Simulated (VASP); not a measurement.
# InP (F-43m) in VASP: density of states with PBE

Aim: the density of states of InP with PBE.

Program: VASP 6.6.1. These are calculated values, not measurements. Logs are shortened: lines on timing, memory, paths and dates and some standing lists are left out, and cuts for length are marked.

## Step 1: Starting point

Symmetry: F-43m, No. 216, cubic system. Conventional cell: a = 5.793 Å, b = 5.793 Å, c = 5.793 Å, α = 90.00°, β = 90.00°, γ = 90.00°. P (site symmetry -43m) has 4 In at 2.51 Å as nearest neighbours. In (site symmetry -43m) has 4 P at 2.51 Å as nearest neighbours.

## Step 2: Density of states, PBE

File POSCAR:

```
InP
1.0
    0.0000000000      2.8965580000      2.8965580000
    2.8965580000      0.0000000000      2.8965580000
    2.8965580000      2.8965580000      0.0000000000
P In
1 1
Direct
    0.2500000000      0.2500000000      0.2500000000
    0.0000000000      0.0000000000      0.0000000000
```

File INCAR.step1:

```
SYSTEM = InP
ALGO = Fast
EDIFF = 1E-6
ENCUT = 520
GGA = PE
ISIF = 2
ISMEAR = -1
LASPH = .TRUE.
LCHARG = .TRUE.
LREAL = .FALSE.
LWAVE = .FALSE.
NBANDS = 16
NELM = 60
PREC = Accurate
SIGMA = 0.0912
```

File KPOINTS.step1:

```
k-points
0
G
  8 8 8
  0 0 0
```

File INCAR.step2:

```
SYSTEM = InP
ALGO = Fast
EDIFF = 1E-6
ENCUT = 520
GGA = PE
ICHARG = 11
ISIF = 2
ISMEAR = -5
LASPH = .TRUE.
LCHARG = .FALSE.
LORBIT = 11
LREAL = .FALSE.
LWAVE = .FALSE.
NEDOS = 1001
NELM = 60
PREC = Accurate
SIGMA = 0.0912
```

File KPOINTS.step2:

```
k-points
0
G
  12 12 12
  0 0 0
```

Potentials or basis: VASP PAW PBE potentials, release 64 (P, In_d).

On the command line:

```console
cat potpaw_PBE.64/P/POTCAR potpaw_PBE.64/In_d/POTCAR > POTCAR
cp INCAR.step1 INCAR
cp KPOINTS.step1 KPOINTS
mpirun -np 1 vasp_std > vasp.out
cp INCAR.step2 INCAR
cp KPOINTS.step2 KPOINTS
mpirun -np 1 vasp_std > vasp.out
```

OUTCAR:

```text
SYSTEM = InP
   EDIFF = 1E-6
   ENCUT = 520
   GGA = PE
   ICHARG = 11
   ISIF = 2
   ISMEAR = -5
   LASPH = .TRUE.
   LORBIT = 11
   LREAL = .FALSE.
   NELM = 60
   PREC = Accurate

 ion  position               nearest neighbor table
   1  0.250  0.250  0.250-   2 2.51   2 2.51   2 2.51   2 2.51
   2  0.000  0.000  0.000-   1 2.51   1 2.51   1 2.51   1 2.51

  LATTYP: Found a face centered cubic cell.
 ALAT       =     5.7931160000

  Lattice vectors:

 A1 = (   0.0000000000,   2.8965580000,   2.8965580000)
 A2 = (   2.8965580000,   0.0000000000,   2.8965580000)
 A3 = (   2.8965580000,   2.8965580000,   0.0000000000)

Analysis of symmetry for initial positions (statically):
=====================================================================
 Subroutine PRICEL returns:
 Original cell was already a primitive cell.

 Routine SETGRP: Setting up the symmetry group for a
 face centered cubic supercell.

 Subroutine GETGRP returns: Found 24 space group operations
 (whereof 24 operations were pure point group operations)
 out of a pool of 48 trial point group operations.

The static configuration has the point symmetry T_d .

Analysis of symmetry for dynamics (positions and initial velocities):
=====================================================================
 Subroutine PRICEL returns:
 Original cell was already a primitive cell.

 Routine SETGRP: Setting up the symmetry group for a
 face centered cubic supercell.

 Subroutine GETGRP returns: Found 24 space group operations
 (whereof 24 operations were pure point group operations)
 out of a pool of 48 trial point group operations.

The dynamic configuration has the point symmetry T_d .

 Subroutine INISYM returns: Found 24 space group operations
 (whereof 24 operations are pure point group operations),
 and found     1 'primitive' translations

----------------------------------------------------------------------------------------

                                     Primitive cell

  volume of cell :      48.6045

  direct lattice vectors                    reciprocal lattice vectors
     0.000000000  2.896558000  2.896558000    -0.172618674  0.172618674  0.172618674
     2.896558000  0.000000000  2.896558000     0.172618674 -0.172618674  0.172618674
     2.896558000  2.896558000  0.000000000     0.172618674  0.172618674 -0.172618674

  length of vectors
     4.096351608  4.096351608  4.096351608     0.298984313  0.298984313  0.298984313

  position of ions in fractional coordinates (direct lattice)
     0.250000000  0.250000000  0.250000000
     0.000000000  0.000000000  0.000000000

  ion indices of the primitive-cell ions
   primitive index   ion index
                 1           1
                 2           2

----------------------------------------------------------------------------------------

 KPOINTS: k-points

Automatic generation of k-mesh.
 Grid dimensions read from file:
 generate k-points for:   12   12   12

 Generating k-lattice:

  Cartesian coordinates                     Fractional coordinates (reciprocal lattice)
    -0.014384889  0.014384889  0.014384889     0.083333333  0.000000000  0.000000000
     0.014384889 -0.014384889  0.014384889     0.000000000  0.083333333  0.000000000
     0.014384889  0.014384889 -0.014384889     0.000000000  0.000000000  0.083333333

  Length of vectors
     0.024915359  0.024915359  0.024915359

  Shift w.r.t. Gamma in fractional coordinates (k-lattice)
     0.000000000  0.000000000  0.000000000

 TETIRR: Found    247 inequivalent tetrahedra from    10368

 Subroutine IBZKPT returns following result:
 ===========================================

 Found     72 irreducible k-points:

 Following reciprocal coordinates:
            Coordinates               Weight
  0.000000  0.000000  0.000000      1.000000
  0.083333  0.000000  0.000000      8.000000
  0.166667  0.000000  0.000000      8.000000
  0.250000  0.000000  0.000000      8.000000
  0.333333  0.000000  0.000000      8.000000
  0.416667  0.000000  0.000000      8.000000
[... 16 lines left out ...]
  0.500000  0.166667  0.000000     24.000000
 -0.416667  0.166667  0.000000     24.000000
 [... further k-points ...]
   k-points           NKPTS =     72   k-points in BZ     NKDIM =     72   number of bands    NBANDS=     13
   number of dos      NEDOS =   1001   number of ions     NIONS =      2
   total plane-waves  NPLWV =  27000
   dimension x,y,z NGX =    30 NGY =   30 NGZ =   30
   dimension x,y,z NGXF=    60 NGYF=   60 NGZF=   60
   ions per type =               1   1
   NGX,Y,Z   is equivalent  to a cutoff of  12.18, 12.18, 12.18 a.u.
   NGXF,Y,Z  is equivalent  to a cutoff of  24.35, 24.35, 24.35 a.u.
 SYSTEM =  InP
   PREC   = accura    normal or accurate (medium, high low for compatibility)
   ISTART =      0    job   : 0-new  1-cont  2-samecut
   ICHARG =     11    charge: 1-file 2-atom 10-const
   ISPIN  =      1    spin polarized calculation?
   LNONCOLLINEAR =      F non collinear calculations
   LSORBIT =      F    spin-orbit coupling
   LASPH  =      T    aspherical Exc in radial PAW
   ENCUT  =  520.0 eV  38.22 Ry    6.18 a.u.   7.62  7.62  7.62*2*pi/ulx,y,z
   NELM   =     60;   NELMIN=  2; NELMDL=  0     # of ELM steps
   EDIFF  = 0.1E-05   stopping-criterion for ELM
   LREAL  =      F    real-space projection
   EDIFFG = 0.1E-04   stopping-criterion for IOM
   NSW    =      0    number of steps for IOM
   IBRION =     -1    ionic relax: 0-MD 1-quasi-New 2-CG
   NFREE  =      0    steps in history (QN), initial steepest desc. (CG)
   ISIF   =      2    stress and relaxation
   ISYM   =      2    0-nonsym 1-usesym 2-fastsym
   POTIM  = 0.5000    time-step for ionic-motion
   TEBEG  =    0.0;   TEEND  =   0.0 temperature during run
   PSTRESS=    0.0 pullay stress
   NELECT =      18.0000    total number of electrons
   NUPDOWN=      -1.0000    fix difference up-down
   EMIN   =  10.00;   EMAX   =-10.00  energy-range for DOS
   EFERMI =   0.00;   METHOD = LEGACY
   ISMEAR =    -5;   SIGMA  =   0.09  broadening in eV -4-tet -1-fermi 0-gaus
   EFERMI_NEDOS =   21; number of points for ismear=-14 and -15
   IALGO  =     68    algorithm
   IMIX   =      4    mixing-type and parameters
     AMIX     =   0.40;   BMIX     =  1.00
     AMIX_MAG =   1.60;   BMIX_MAG =  1.00
  volume/ion in A,a.u.               =      24.30       164.00
  Fermi-wavevector in a.u.,A,eV,Ry     =   1.175638  2.221633 18.804933  1.382124
  Thomas-Fermi vector in A             =   2.312015
   LORBIT       =     11    0 simple, 1 ext, 2 COOP (PROOUT), +10 PAW based schemes
   GGA     = PE    functional components
   LHFCALC =     F    Hartree Fock is set to
   AEXX    =    0.0000 exact exchange contribution
   IVDW    =     0    specifies the selected vdW correction
   LEPSILON=     F    determine dielectric tensor
   LRPA    =     F    only Hartree local field effects (RPA)
 non-spin polarized calculation
 RMM-DIIS sequential band-by-band and
 Fermi weights with tetrahedron method with Bloechl corrections
  energy-cutoff  :      520.00
  volume of cell :       48.60
 maximum number of plane-waves:      1363

 number of electron      18.0000009 magnetization

 Free energy of the ion-electron system (eV)
  ---------------------------------------------------
  ext. energy  EPLUGINS =         0.00000000
  ---------------------------------------------------
  free energy    TOTEN  =        -8.33261038 eV

  energy without entropy =       -8.33261038  energy(sigma->0) =       -8.33261038

 E-fermi :   5.5863     XC(G=0):  -9.4392

 val. band max:        5.5779220802   @ k =   0.0000   0.0000   0.0000
 cond. band min:       6.4812353050   @ k =   0.0000   0.0000   0.0000
 fundamental gap:      0.9033132248
 Fermi energy:         5.5863186903

 k-point     1 :       0.0000    0.0000    0.0000
  band No.  band energies     occupation
      1      -8.6822      2.00000
      2      -8.6822      2.00000
      3      -8.6822      2.00000
      4      -8.5098      2.00000
      5      -8.5098      2.00000
      6      -6.1846      2.00000
      7       5.5779      2.00000
      8       5.5779      2.00000
      9       5.5779      2.00000
     10       6.4812      0.00000
     11       9.6685      0.00000
     12       9.6685      0.00000
     13       9.6685      0.00000

 k-point     2 :       0.0833    0.0000    0.0000
  band No.  band energies     occupation
      1      -8.6925      2.00000
      2      -8.6783      2.00000
      3      -8.6783      2.00000
      4      -8.5099      2.00000
      5      -8.5099      2.00000
      6      -6.0998      2.00000
      7       4.6873      2.00000
      8       5.4842      2.00000
      9       5.4842      2.00000
     10       7.0995      0.00000
     11       9.7141      0.00000
     12       9.8085      0.00000
     13       9.8085      0.00000

 k-point     3 :       0.1667    0.0000    0.0000
  band No.  band energies     occupation
      1      -8.7197      2.00000
      2      -8.6681      2.00000
      3      -8.6681      2.00000
      4      -8.5094      2.00000
      5      -8.5094      2.00000
      6      -5.8528      2.00000
      7       3.3776      2.00000
      8       5.2555      2.00000
      9       5.2555      2.00000
     10       7.5068      0.00000
     11      10.1265      0.00000
     12      10.1265      0.00000
     13      10.1289      0.00000
[... 305 lines left out ...]
 k-point    23 :       0.5000    0.1667    0.0000
  band No.  band energies     occupation
      1      -8.8277      2.00000
      2      -8.6291      2.00000
      3      -8.6178      2.00000
      4      -8.5149      2.00000
      5      -8.4909      2.00000
      6      -4.2194      2.00000
      7      -0.0559      2.00000
      8       3.3209      2.00000
      9       4.1145      2.00000
     10       8.2395      0.00000
     11       9.9899      0.00000
     12      11.3328      0.00000
     13      12.3042      0.00000

 k-point    24 :      -0.4167    0.1667    0.0000
  band No.  band energies     occupation
      1      -8.8266      2.00000
      2      -8.6302      2.00000
      3      -8.6198      2.00000
      4      -8.5069      2.00000
      5      -8.4977      2.00000
      6      -4.1566      2.00000
      7      -0.1541      2.00000
      8       3.1437      2.00000
      9       4.2616      2.00000
     10       8.2834      0.00000
     11      10.0629      0.00000
     12      11.1444      0.00000
     13      12.8055      0.00000

 [... further k-points ...]

------------------------ aborting loop because EDIFF is reached ----------------------------------------

  FORCE on cell =-STRESS in cart. coord.  units (eV):
  Direction    XX          YY          ZZ          XY          YZ          ZX
  --------------------------------------------------------------------------------------
  -------------------------------------------------------------------------------------
  Total        1.8738258      1.8738258      1.8738258      0.0000000      0.0000000     -0.0000000
  in kB       61.7679391     61.7679391     61.7679391      0.0000000      0.0000000     -0.0000000
  external PRESSURE =      61.7679391 kB  Pullay stress =       0.0000000 kB

 VOLUME and BASIS-vectors are now :
 -----------------------------------------------------------------------------
  energy-cutoff  :      520.00
  volume of cell :       48.60
      direct lattice vectors                 reciprocal lattice vectors
     0.000000000  2.896558000  2.896558000    -0.172618674  0.172618674  0.172618674
     2.896558000  0.000000000  2.896558000     0.172618674 -0.172618674  0.172618674
     2.896558000  2.896558000  0.000000000     0.172618674  0.172618674 -0.172618674

 POSITION                                       TOTAL-FORCE (eV/Angst)
 -----------------------------------------------------------------------------------
      1.44828      1.44828      1.44828         0.000000      0.000000      0.000000
      0.00000      0.00000      0.00000        -0.000000     -0.000000     -0.000000
 -----------------------------------------------------------------------------------
    total drift:                               -0.000000     -0.000000     -0.000000

  FREE ENERGIE OF THE ION-ELECTRON SYSTEM (eV)
  ---------------------------------------------------
  free  energy   TOTEN  =        -8.3326103762 eV

  energy  without entropy=       -8.3326103762  energy(sigma->0) =       -8.33261038

 total charge

# of ion       s       p       d       tot
------------------------------------------
    1        1.028   1.519   0.000   2.547
    2        0.831   0.805   9.906  11.543
--------------------------------------------------
tot          1.859   2.325   9.906  14.090
```

Run time: 55 s. Hardware: 1 thread of Intel Xeon Platinum 8488C (Sapphire Rapids), shared host; peak memory 0.18 GiB.

What came out:

```yaml
Valence_electrons_inside_the_program's_atomic_spheres: P 2.55; In 11.54
```

Levels at points of the mesh, in eV from the valence-band top:
```
           k point  band 7  band 8  band 9  band 10  band 11  band 12
(0.00, 0.00, 0.00)    0.00    0.00    0.00     0.90     4.09     4.09
(0.50, 0.00, 0.00)   -5.92   -1.02   -1.02     1.59     4.81     4.81
(0.50, 0.50, 0.00)   -5.90   -2.44   -2.44     1.70     2.26     9.44
```

States per cell in windows of 0.5 eV (zero at the valence-band top; states under -8 eV left out):
```
from (eV)  total  P1_p  In2_p  In2_s  In2_d  P1_s  P1_d
     -8.0   0.00  0.00   0.00   0.00   0.00  0.00  0.00
     -7.5   0.00  0.00   0.00   0.00   0.00  0.00  0.00
     -7.0   0.00  0.00   0.00   0.00   0.00  0.00  0.00
     -6.5   0.00  0.00   0.00   0.00   0.00  0.00  0.00
     -6.0   0.78  0.11   0.02   0.28   0.01  0.02  0.00
     -5.5   0.45  0.07   0.02   0.14   0.01  0.02  0.00
     -5.0   0.26  0.04   0.01   0.07   0.01  0.02  0.00
     -4.5   0.15  0.02   0.01   0.04   0.00  0.01  0.00
     -4.0   0.11  0.02   0.01   0.02   0.00  0.01  0.00
     -3.5   0.62  0.14   0.10   0.03   0.01  0.01  0.00
     -3.0   0.61  0.15   0.10   0.02   0.01  0.01  0.00
     -2.5   0.84  0.23   0.14   0.02   0.02  0.01  0.00
     -2.0   0.87  0.26   0.14   0.01   0.02  0.01  0.00
     -1.5   0.74  0.24   0.11   0.01   0.03  0.00  0.00
     -1.0   0.38  0.14   0.05   0.00   0.02  0.00  0.00
     -0.5   0.14  0.06   0.01   0.00   0.01  0.00  0.00
      0.0   0.00  0.00   0.00   0.00   0.00  0.00  0.00
      0.5   0.00  0.00   0.00   0.00   0.00  0.00  0.00
      1.0   0.00  0.00   0.00   0.00   0.00  0.00  0.00
      1.5   0.08  0.01   0.01   0.01   0.00  0.01  0.00
      2.0   0.51  0.04   0.05   0.07   0.02  0.05  0.00
      2.5   0.94  0.10   0.08   0.14   0.03  0.06  0.00
      3.0   0.62  0.08   0.05   0.09   0.02  0.03  0.00
      3.5   0.51  0.07   0.06   0.05   0.02  0.02  0.00
      4.0   0.83  0.10   0.12   0.05   0.03  0.02  0.00
      4.5   0.71  0.08   0.12   0.03   0.03  0.01  0.00
      5.0   0.83  0.08   0.17   0.01   0.03  0.01  0.00
      5.5   0.77  0.08   0.14   0.01   0.03  0.01  0.00
      6.0   0.47  0.06   0.08   0.01   0.02  0.01  0.00
      6.5   0.55  0.08   0.08   0.01   0.03  0.01  0.00
      7.0   0.64  0.09   0.08   0.01   0.04  0.01  0.00
      7.5   0.30  0.04   0.05   0.00   0.01  0.00  0.00
```
